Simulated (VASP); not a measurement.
# Zn2Ga2O3 (P-6m2) in VASP: single point with r2SCAN

Aim: the single point of Zn2Ga2O3 with r2SCAN.

All numbers are computed with VASP 6.6.1; they aren't measurements. Logs are shortened: lines on timing, memory, paths and dates and some standing lists are left out, and cuts for length are marked.

### Step 1. The crystal as given

It takes space group P-6m2 (No. 187, hexagonal). The conventional cell has a = 3.213 Å, b = 3.213 Å, c = 11.549 Å, α = 90.00°, β = 90.00°, γ = 120.00°. Around Zn (site symmetry -6m2) lie 2 Ga at 2.49 Å. Around Zn (site symmetry -6m2) lie 3 O at 1.86 Å. Around Ga (site symmetry 3m) lie 3 O at 1.99 Å. Around O (site symmetry 3m) lie 3 Ga at 1.99 Å. Around O (site symmetry -6m2) lie 3 Zn at 1.86 Å.

The cell was built by a generator and needn't be a form met in nature.

### Step 2. Single point, r2SCAN

INCAR

```
ALGO     = Normal         # electronic algorithm
EDIFF    = 1E-6           # SCF threshold, eV
ENCUT    = 520            # plane-wave cutoff, eV
ISIF     = 2              # what is computed and relaxed
ISMEAR   = 0              # smearing method
KPAR     = 2            
LASPH    = True           # aspherical terms in the spheres
LCHARG   = False          # write CHGCAR
LMIXTAU  = True         
LREAL    = False          # projectors in reciprocal space
LWAVE    = False          # write WAVECAR
METAGGA  = R2SCAN         # meta-GGA
NBANDS   = 43             # bands
NELM     = 150            # most SCF steps
PREC     = Accurate       # precision mode
SIGMA    = 0.1            # smearing width, eV
```

KPOINTS

```
k-points
0
Gamma
  10 10 4
```

POSCAR

```
Zn2Ga2O3
1.0
    3.2131780000      0.0000000000      0.0000000000
   -1.6065890000      2.7826930000      0.0000000000
    0.0000000000      0.0000000000     11.5488500000
Zn Ga O
2 2 3
Direct
    0.0000000000      0.0000000000      0.0000000000
    0.3333330000      0.6666670000      0.5000000000
    0.0000000000      0.0000000000      0.2156360000
    0.0000000000      0.0000000000      0.7843640000
    0.3333330000      0.6666670000      0.2770300000
    0.3333330000      0.6666670000      0.7229700000
    0.0000000000      0.0000000000      0.5000000000
```

Potentials or basis: VASP PAW PBE potentials, release 64 (Zn, Ga_d, O).

The run is started by

```console
$ cat potpaw_PBE.64/Zn/POTCAR potpaw_PBE.64/Ga_d/POTCAR potpaw_PBE.64/O/POTCAR > POTCAR
$ mpirun -np 2 vasp_std > vasp.out
```

OUTCAR:

```text
EDIFF = 1E-6
   ENCUT = 520
   ISIF = 2
   ISMEAR = 0
   LASPH = True
   LREAL = False
   METAGGA = R2SCAN
   NELM = 150
   PREC = Accurate

 ion  position               nearest neighbor table
   1  0.000  0.000  0.000-   3 2.49   4 2.49
   2  0.333  0.667  0.500-   7 1.86   7 1.86   7 1.86
   3  0.000  0.000  0.216-   5 1.99   5 1.99   5 1.99   1 2.49
   4  0.000  0.000  0.784-   6 1.99   6 1.99   6 1.99   1 2.49
   5  0.333  0.667  0.277-   3 1.99   3 1.99   3 1.99
   6  0.333  0.667  0.723-   4 1.99   4 1.99   4 1.99
   7  0.000  0.000  0.500-   2 1.86   2 1.86   2 1.86

  LATTYP: Found a hexagonal cell.
 ALAT       =     3.2131780000
 C/A-ratio  =     3.5942142016

  Lattice vectors:

 A1 = (   3.2131780000,   0.0000000000,   0.0000000000)
 A2 = (  -1.6065890000,   2.7826930000,   0.0000000000)
 A3 = (   0.0000000000,   0.0000000000,  11.5488500000)

Analysis of symmetry for initial positions (statically):
=====================================================================
 Subroutine PRICEL returns:
 Original cell was already a primitive cell.

 Routine SETGRP: Setting up the symmetry group for a
 hexagonal supercell.

 Subroutine GETGRP returns: Found 12 space group operations
 (whereof 12 operations were pure point group operations)
 out of a pool of 24 trial point group operations.

The static configuration has the point symmetry D_3h.

Analysis of symmetry for dynamics (positions and initial velocities):
=====================================================================
 Subroutine PRICEL returns:
 Original cell was already a primitive cell.

 Routine SETGRP: Setting up the symmetry group for a
 hexagonal supercell.

 Subroutine GETGRP returns: Found 12 space group operations
 (whereof 12 operations were pure point group operations)
 out of a pool of 24 trial point group operations.

The dynamic configuration has the point symmetry D_3h.

 Subroutine INISYM returns: Found 12 space group operations
 (whereof 12 operations are pure point group operations),
 and found     1 'primitive' translations

----------------------------------------------------------------------------------------

                                     Primitive cell

  volume of cell :     103.2616

  direct lattice vectors                    reciprocal lattice vectors
[... 101 lines left out ...]
   IBRION =     -1    ionic relax: 0-MD 1-quasi-New 2-CG
   NFREE  =      0    steps in history (QN), initial steepest desc. (CG)
   ISIF   =      2    stress and relaxation
   ISYM   =      2    0-nonsym 1-usesym 2-fastsym
   POTIM  = 0.5000    time-step for ionic-motion
   TEBEG  =    0.0;   TEEND  =   0.0 temperature during run
   PSTRESS=    0.0 pullay stress
   NELECT =      68.0000    total number of electrons
   NUPDOWN=      -1.0000    fix difference up-down
   EMIN   =  10.00;   EMAX   =-10.00  energy-range for DOS
   EFERMI =   0.00;   METHOD = LEGACY
   ISMEAR =     0;   SIGMA  =   0.10  broadening in eV -4-tet -1-fermi 0-gaus
   EFERMI_NEDOS =   21; number of points for ismear=-14 and -15
   IALGO  =     38    algorithm
   IMIX   =      4    mixing-type and parameters
     AMIX     =   0.40;   BMIX     =  1.00
     AMIX_MAG =   1.60;   BMIX_MAG =  1.00
  volume/ion in A,a.u.               =      14.75        99.55
  Fermi-wavevector in a.u.,A,eV,Ry     =   1.424289  2.691516 27.600777  2.028600
  Thomas-Fermi vector in A             =   2.544796
   LORBIT       =      0    0 simple, 1 ext, 2 COOP (PROOUT), +10 PAW based schemes
   METAGGA = R2SCAN    functional components
   LHFCALC =     F    Hartree Fock is set to
   AEXX    =    0.0000 exact exchange contribution
   IVDW    =     0    specifies the selected vdW correction
   LEPSILON=     F    determine dielectric tensor
   LRPA    =     F    only Hartree local field effects (RPA)
 non-spin polarized calculation
 Gauss-broadening in eV      SIGMA  =   0.10
  energy-cutoff  :      520.00
  volume of cell :      103.26
 maximum number of plane-waves:      2810
 NGX is ok and might be reduce to    24
   NGX = 11   NGY = 11   NGZ = 43

 number of electron      67.9999998 magnetization

 Free energy of the ion-electron system (eV)
  ---------------------------------------------------
  ext. energy  EPLUGINS =         0.00000000
  ---------------------------------------------------
  free energy    TOTEN  =       -66.86990370 eV

  energy without entropy =      -66.86319765  energy(sigma->0) =      -66.86655067

 E-fermi :   2.3987     XC(G=0): -11.0674

 val. band max:        2.3877215745   @ k =   0.0000   0.0000   0.0000
 cond. band min:       2.4890767923   @ k =   0.4000   0.1000   0.0000
 fundamental gap:      0.1013552178
 Fermi energy:         2.3986694915

 k-point     1 :       0.0000    0.0000    0.0000
  band No.  band energies     occupation
      1     -18.1461      2.00000
      2     -18.1268      2.00000
      3     -16.4394      2.00000
      4     -12.8161      2.00000
      5     -12.8160      2.00000
      6     -12.8160      2.00000
[... 1093 lines left out ...]
     42      10.7821      0.00000
     43      11.2005      0.00000

 [... further k-points ...]

------------------------ aborting loop because EDIFF is reached ----------------------------------------

  FORCE on cell =-STRESS in cart. coord.  units (eV):
  Direction    XX          YY          ZZ          XY          YZ          ZX
  --------------------------------------------------------------------------------------
  -------------------------------------------------------------------------------------
  Total       -3.0053655     -3.0053638     -2.6081205      0.0000000     -0.0000000     -0.0000000
  in kB      -46.6303905    -46.6303646    -40.4668507      0.0000000     -0.0000000     -0.0000000
  external PRESSURE =     -44.5758686 kB  Pullay stress =       0.0000000 kB

 VOLUME and BASIS-vectors are now :
 -----------------------------------------------------------------------------
  energy-cutoff  :      520.00
  volume of cell :      103.26
      direct lattice vectors                 reciprocal lattice vectors
     3.213178000  0.000000000  0.000000000     0.311218364  0.179682056  0.000000000
    -1.606589000  2.782693000  0.000000000     0.000000000  0.359364112  0.000000000
     0.000000000  0.000000000 11.548850000     0.000000000  0.000000000  0.086588708

 POSITION                                       TOTAL-FORCE (eV/Angst)
 -----------------------------------------------------------------------------------
      0.00000      0.00000      0.00000         0.000000     -0.000000     -0.000000
     -0.00000      1.85513      5.77442         0.000000     -0.000000     -0.000000
      0.00000      0.00000      2.49035        -0.000000     -0.000000      0.210281
      0.00000      0.00000      9.05850        -0.000000     -0.000000     -0.210281
     -0.00000      1.85513      3.19938        -0.000000     -0.000000     -0.250410
     -0.00000      1.85513      8.34947         0.000000      0.000000      0.250410
      0.00000      0.00000      5.77442         0.000000     -0.000000     -0.000000
 -----------------------------------------------------------------------------------
    total drift:                                0.003563     -0.002042      0.000000

  FREE ENERGIE OF THE ION-ELECTRON SYSTEM (eV)
  ---------------------------------------------------
  free  energy   TOTEN  =       -66.8699037011 eV

  energy  without entropy=      -66.8631976450  energy(sigma->0) =      -66.86655067
```

OSZICAR:

```text
N       E                     dE             d eps       ncg     rms          rms(c)
DAV:   1     0.684356511283E+03    0.68436E+03   -0.33282E+04  3765   0.265E+03
DAV:   2     0.543728837728E+02   -0.62998E+03   -0.59459E+03  3788   0.636E+02
[... 16 lines left out ...]
DAV:  19    -0.668698477845E+02   -0.69399E-04   -0.15497E-04  3841   0.964E-02    0.409E-02
DAV:  20    -0.668698987445E+02   -0.50960E-04   -0.77302E-05  4010   0.595E-02    0.200E-02
DAV:  21    -0.668699020857E+02   -0.33413E-05   -0.11237E-05  4708   0.276E-02    0.110E-02
DAV:  22    -0.668699007194E+02    0.13664E-05   -0.39785E-06  3687   0.149E-02    0.552E-03
DAV:  23    -0.668699043018E+02   -0.35824E-05   -0.47596E-06  3972   0.151E-02    0.230E-03
DAV:  24    -0.668699037011E+02    0.60064E-06   -0.10972E-06  2501   0.867E-03
   1 F= -.66869904E+02 E0= -.66866551E+02  d E =-.670606E-02
```

stdout:

```text
POSCAR found type information on POSCAR ZnGaO
 POSCAR found :  3 types and       7 ions
 scaLAPACK will be used
 -----------------------------------------------------------------------------
|                                                                             |
|                                                                             |
|     You enforced a specific xc type in the INCAR file but a different       |
|     I HOPE YOU KNOW WHAT YOU ARE DOING!                                     |
|                                                                             |
 -----------------------------------------------------------------------------

 LDA part: xc-table for (None), standard interpolation
 POSCAR, INCAR and KPOINTS ok, starting setup
 FFT: planning ... GRIDC
 FFT: planning ... GRID_SOFT
 FFT: planning ... GRID
 WAVECAR not read
 entering main loop
```

It took 4.8 min on 2 MPI ranks of Intel Xeon Platinum 8559C (Emerald Rapids), shared host; peak memory 0.32 GiB.

Results:

* Free energy: -66.8699 eV
* Pressure: -4.5 GPa
* Largest force: 0.250 eV/Å
* Band gap on the k mesh: none (metal or under the smearing width)

Forces in eV/Å, atoms in the order of the input:
```
Zn   0.000  0.000  0.000
Zn   0.000  0.000  0.000
Ga   0.000  0.000  0.210
Ga   0.000  0.000 -0.210
O    0.000  0.000 -0.250
O    0.000  0.000  0.250
O    0.000  0.000  0.000
```

Stress tensor (GPa, compression positive):
```
-4.66  0.00  0.00
 0.00 -4.66  0.00
 0.00  0.00 -4.05
```

Caveat: the PAW data sets were made with another functional, which shifts forces and pressure a little.
